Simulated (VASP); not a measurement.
# Ru (P6_3/mmc) in VASP: a series of runs

The runs below take Ru through single point, with PBEsol.

Program: VASP 6.6.1. These are calculated values, not measurements. Logs are shortened: lines on timing, memory, paths and dates and some standing lists are left out, and cuts for length are marked.

## 1. The undisturbed crystal

Symmetry: P6_3/mmc, No. 194, hexagonal system. The conventional cell has a = 2.706 Å, b = 2.706 Å, c = 4.282 Å, α = 90.00°, β = 90.00°, γ = 120.00°. Ru (site symmetry -6m2) has 12 Ru at 2.65 to 2.71 Å as nearest neighbours.

## 2. Single point, PBEsol (grid = ENCUT=400 dk=0.6 cell=2x2x2 ISMEAR=1 SIGMA=0.1 LREAL=Auto EDIFF=1e-06)

File INCAR:

```
SYSTEM = Ru
PREC     = Accurate       ! precision mode
ENCUT    = 400            ! plane-wave cutoff, eV
EDIFF    = 1E-6           ! SCF threshold, eV
ISMEAR   = 1              ! smearing method
SIGMA    = 0.1            ! smearing width, eV
LREAL    = Auto         
LASPH    = .True.         ! aspherical terms in the spheres
NELM     = 120            ! most SCF steps
ALGO     = Fast           ! electronic algorithm
ISIF     = 2              ! what is computed and relaxed
LWAVE    = .False.        ! write WAVECAR
LCHARG   = .False.        ! write CHGCAR
GGA      = PS             ! functional
NBANDS   = 128            ! bands
```

File KPOINTS:

```
regular mesh
0
Gamma
  3 3 2
  0 0 0
```

File POSCAR:

```
Ru
1.0
    5.4116000000      0.0000000000      0.0000000000
   -2.7058000000      4.6865830752      0.0000000000
    0.0000000000      0.0000000000      8.5638000000
Ru
16
Direct
    0.3333333334      0.1666666666      0.3750000000
    0.3333333334      0.1666666666      0.8750000000
    0.3333333334      0.6666666666      0.3750000000
    0.3333333334      0.6666666666      0.8750000000
    0.8333333333      0.1666666666      0.3750000000
    0.8333333333      0.1666666666      0.8750000000
    0.8333333333      0.6666666666      0.3750000000
    0.8333333333      0.6666666666      0.8750000000
    0.1666666666      0.3333333334      0.1250000000
    0.1666666666      0.3333333334      0.6250000000
    0.1666666666      0.8333333333      0.1250000000
    0.1666666666      0.8333333333      0.6250000000
    0.6666666666      0.3333333334      0.1250000000
    0.6666666666      0.3333333334      0.6250000000
    0.6666666666      0.8333333333      0.1250000000
    0.6666666666      0.8333333333      0.6250000000
```

Potentials or basis: VASP PAW PBE potentials, release 64 (Ru_pv).

Launch:

```sh
> cat potpaw_PBE.64/Ru_pv/POTCAR > POTCAR
> mpirun -np 1 vasp_std > vasp.out
```

OUTCAR:

```text
SYSTEM = Ru
   PREC = Accurate
   ENCUT = 400
   EDIFF = 1E-6
   ISMEAR = 1
   LREAL = Auto
   LASPH = .True.
   NELM = 120
   ISIF = 2
   GGA = PS

 Found      6 irreducible k-points:

 Following reciprocal coordinates:
            Coordinates               Weight
  0.000000  0.000000  0.000000      1.000000
  0.333333  0.000000  0.000000      6.000000
  0.333333  0.333333  0.000000      2.000000
  0.000000  0.000000  0.500000      1.000000
  0.333333  0.000000  0.500000      6.000000
  0.333333  0.333333  0.500000      2.000000
   k-points           NKPTS =      6   k-points in BZ     NKDIM =      6   number of bands    NBANDS=    128
   number of dos      NEDOS =    301   number of ions     NIONS =     16
   total plane-waves  NPLWV =  72576
   dimension x,y,z NGX =    36 NGY =   36 NGZ =   56
   dimension x,y,z NGXF=    72 NGYF=   72 NGZF=  112
   ions per type =              16
   NGX,Y,Z   is equivalent  to a cutoff of  11.06, 11.06, 10.87 a.u.
   NGXF,Y,Z  is equivalent  to a cutoff of  22.12, 22.12, 21.74 a.u.
 SYSTEM =  Ru
   PREC   = accura    normal or accurate (medium, high low for compatibility)
   ISTART =      0    job   : 0-new  1-cont  2-samecut
   ICHARG =      2    charge: 1-file 2-atom 10-const
   ISPIN  =      1    spin polarized calculation?
   LNONCOLLINEAR =      F non collinear calculations
   LSORBIT =      F    spin-orbit coupling
   LASPH  =      T    aspherical Exc in radial PAW
   ENCUT  =  400.0 eV  29.40 Ry    5.42 a.u.   8.82  8.82 13.97*2*pi/ulx,y,z
   NELM   =    120;   NELMIN=  2; NELMDL= -5     # of ELM steps
   EDIFF  = 0.1E-05   stopping-criterion for ELM
   LREAL  =      T    real-space projection
   EDIFFG = 0.1E-04   stopping-criterion for IOM
   NSW    =      0    number of steps for IOM
   IBRION =     -1    ionic relax: 0-MD 1-quasi-New 2-CG
   NFREE  =      0    steps in history (QN), initial steepest desc. (CG)
   ISIF   =      2    stress and relaxation
   ISYM   =      2    0-nonsym 1-usesym 2-fastsym
   POTIM  = 0.5000    time-step for ionic-motion
   TEBEG  =    0.0;   TEEND  =   0.0 temperature during run
   PSTRESS=    0.0 pullay stress
   NELECT =     224.0000    total number of electrons
   NUPDOWN=      -1.0000    fix difference up-down
   EMIN   =  10.00;   EMAX   =-10.00  energy-range for DOS
   EFERMI =   0.00;   METHOD = LEGACY
   ISMEAR =     1;   SIGMA  =   0.10  broadening in eV -4-tet -1-fermi 0-gaus
   EFERMI_NEDOS =   21; number of points for ismear=-14 and -15
   IALGO  =     68    algorithm
   IMIX   =      4    mixing-type and parameters
     AMIX     =   0.40;   BMIX     =  1.00
     AMIX_MAG =   1.60;   BMIX_MAG =  1.00
  volume/ion in A,a.u.               =      13.57        91.61
  Fermi-wavevector in a.u.,A,eV,Ry     =   1.654022  3.125649 37.222674  2.735789
  Thomas-Fermi vector in A             =   2.742361
   LORBIT       =      0    0 simple, 1 ext, 2 COOP (PROOUT), +10 PAW based schemes
   GGA     = PS    functional components
   LHFCALC =     F    Hartree Fock is set to
   AEXX    =    0.0000 exact exchange contribution
   IVDW    =     0    specifies the selected vdW correction
   LEPSILON=     F    determine dielectric tensor
   LRPA    =     F    only Hartree local field effects (RPA)
 non-spin polarized calculation
 RMM-DIIS sequential band-by-band and
 Methfessel and Paxton  Order N= 1 SIGMA  =   0.10
  energy-cutoff  :      400.00
  volume of cell :      217.19
 maximum number of plane-waves:      3990
 NGX is ok and might be reduce to    36
   NGX = 17   NGY = 17   NGZ = 27

 number of electron     224.0000058 magnetization

 Free energy of the ion-electron system (eV)
  ---------------------------------------------------
  ext. energy  EPLUGINS =         0.00000000
  ---------------------------------------------------
  free energy    TOTEN  =      -162.06394323 eV

  energy without entropy =     -162.03408605  energy(sigma->0) =     -162.05399083

 E-fermi :  12.9508     XC(G=0): -14.2817

 val. band max:       12.9468648944   @ k =   0.3333   0.0000   0.5000
 cond. band min:      13.0167821139   @ k =   0.3333   0.3333   0.5000
 fundamental gap:      0.0699172195
 Fermi energy:        12.9507719344

 k-point     1 :       0.0000    0.0000    0.0000
  band No.  band energies     occupation
      1     -30.9026      2.00000
      2     -30.7907      2.00000
      3     -30.7907      2.00000
      4     -30.7907      2.00000
      5     -30.7907      2.00000
      6     -30.7907      2.00000
[... 116 lines left out ...]
    123      14.4080     -0.00000
    124      14.4130     -0.00000

 k-point     2 :       0.3333    0.0000    0.0000
  band No.  band energies     occupation
      1     -30.8112      2.00000
      2     -30.7075      2.00000
      3     -30.7075      2.00000
      4     -30.7075      2.00000
      5     -30.7075      2.00000
      6     -30.6379      2.00000
[... 116 lines left out ...]
    123      14.2068     -0.00000
    124      14.2154     -0.00000

 k-point     3 :       0.3333    0.3333    0.0000
  band No.  band energies     occupation
      1     -30.6528      2.00000
      2     -30.6528      2.00000
      3     -30.6508      2.00000
      4     -30.6508      2.00000
      5     -30.6508      2.00000
      6     -30.5649      2.00000
[... 116 lines left out ...]
    123      13.7882     -0.00000
    124      13.7889     -0.00000

 k-point     4 :       0.0000    0.0000    0.5000
  band No.  band energies     occupation
      1     -30.7929      2.00000
      2     -30.7929      2.00000
      3     -30.7929      2.00000
      4     -30.7929      2.00000
      5     -30.7929      2.00000
      6     -30.7929      2.00000
[... 116 lines left out ...]
    123      14.3121     -0.00000
    124      14.3156     -0.00000

 k-point     5 :       0.3333    0.0000    0.5000
  band No.  band energies     occupation
      1     -30.6974      2.00000
      2     -30.6974      2.00000
      3     -30.6974      2.00000
      4     -30.6974      2.00000
      5     -30.6920      2.00000
      6     -30.6920      2.00000
[... 116 lines left out ...]
    123      13.5143     -0.00000
    124      13.5143     -0.00000

 k-point     6 :       0.3333    0.3333    0.5000
  band No.  band energies     occupation
      1     -30.6440      2.00000
      2     -30.6440      2.00000
      3     -30.6440      2.00000
      4     -30.6440      2.00000
      5     -30.6440      2.00000
      6     -30.6440      2.00000
[... 116 lines left out ...]
    123      13.1571     -0.01296
    124      13.1571     -0.01296
 [bands above 124 left out]

------------------------ aborting loop because EDIFF is reached ----------------------------------------

  FORCE on cell =-STRESS in cart. coord.  units (eV):
  Direction    XX          YY          ZZ          XY          YZ          ZX
  --------------------------------------------------------------------------------------
  -------------------------------------------------------------------------------------
  Total       -5.8239018     -5.8239018    -14.6766755      0.0000000      0.0000000      0.0000000
  in kB      -42.9611705    -42.9611705   -108.2654167      0.0000000      0.0000000      0.0000000
  external PRESSURE =     -64.7292526 kB  Pullay stress =       0.0000000 kB

 VOLUME and BASIS-vectors are now :
 -----------------------------------------------------------------------------
  energy-cutoff  :      400.00
  volume of cell :      217.19
      direct lattice vectors                 reciprocal lattice vectors
     5.411600000  0.000000000  0.000000000     0.184788233  0.106687536  0.000000000
    -2.705800000  4.686583075  0.000000000     0.000000000  0.213375072  0.000000000
     0.000000000  0.000000000  8.563800000     0.000000000  0.000000000  0.116770592

 POSITION                                       TOTAL-FORCE (eV/Angst)
 -----------------------------------------------------------------------------------
      1.35290      0.78110      3.21143        -0.000000     -0.000000      0.000000
      1.35290      0.78110      7.49333        -0.000000     -0.000000      0.000000
      0.00000      3.12439      3.21143        -0.000000     -0.000000      0.000000
      0.00000      3.12439      7.49333        -0.000000      0.000000     -0.000000
      4.05870      0.78110      3.21143        -0.000000     -0.000000     -0.000000
      4.05870      0.78110      7.49333        -0.000000     -0.000000     -0.000000
[... 8 lines left out ...]
      1.35290      3.90549      1.07048         0.000000      0.000000     -0.000000
      1.35290      3.90549      5.35238         0.000000      0.000000     -0.000000
 -----------------------------------------------------------------------------------
    total drift:                                0.000001      0.000002      0.000000

  FREE ENERGIE OF THE ION-ELECTRON SYSTEM (eV)
  ---------------------------------------------------
  free  energy   TOTEN  =      -162.0639432262 eV

  energy  without entropy=     -162.0340860459  energy(sigma->0) =     -162.05399083
```

Wall time 6.4 min (1 thread of Intel Xeon Platinum 8375C at 2.90GHz (Ice Lake), shared host); peak memory 0.29 GiB.

These settings aren't checked as converged: the numbers below hold their error.

Results:

```yaml
Free_energy: -162.0639 eV
Pressure: -6.5 GPa
Band_gap_on_the_k_mesh: none (metal or under the smearing width)
```

Caveat: the k mesh is coarse (spacing up to 0.45 Å⁻¹), so the values aren't converged; the PAW data sets were made with another functional, which shifts forces and pressure a little.

## 3. Single point, PBEsol (grid = ENCUT=280 dk=0.35 cell=2x2x2 ISMEAR=1 SIGMA=0.1 LREAL=Auto EDIFF=1e-06)

Edit INCAR of step 2 so:

```diff
@@ -2,3 +2,3 @@
 PREC     = Accurate       ! precision mode
-ENCUT    = 400            ! plane-wave cutoff, eV
+ENCUT    = 280            ! plane-wave cutoff, eV
 EDIFF    = 1E-6           ! SCF threshold, eV
```

File KPOINTS:

```
regular mesh
0
Gamma
  4 4 3
  0 0 0
```

POSCAR is that of step 2.

Potentials or basis: VASP PAW PBE potentials, release 64 (Ru_pv).

Launch:

```sh
> cat potpaw_PBE.64/Ru_pv/POTCAR > POTCAR
> mpirun -np 1 vasp_std > vasp.out
```

Wall time 6.1 min (1 thread of Intel Xeon Platinum 8375C at 2.90GHz (Ice Lake), shared host); peak memory 0.23 GiB.

The run converged, but some of its settings lie outside the range that counts as converged, so its numbers aren't taken as properties of the crystal.

Results:

```
Free energy            : -162.9971 eV
Pressure               : -7.3 GPa
Band gap on the k mesh : none (metal or under the smearing width)
```

Caveat: the cutoff is under 1.25 times the usual one of these potentials, so pressure, stress and relaxed cells hold a basis-set (Pulay) error; the PAW data sets were made with another functional, which shifts forces and pressure a little.

## 4. The reference run

An earlier run on the cell as given: functional PBE; potentials or basis VASP PAW PBE potentials, release 64 (Ru_pv); cutoff 520 eV; k mesh 11 × 11 × 6; occupations fermi-dirac, width 0.05 eV; no spin polarisation.

* Pressure: 4.5 GPa
* Band gap on the k mesh: none (metal or under the smearing width)
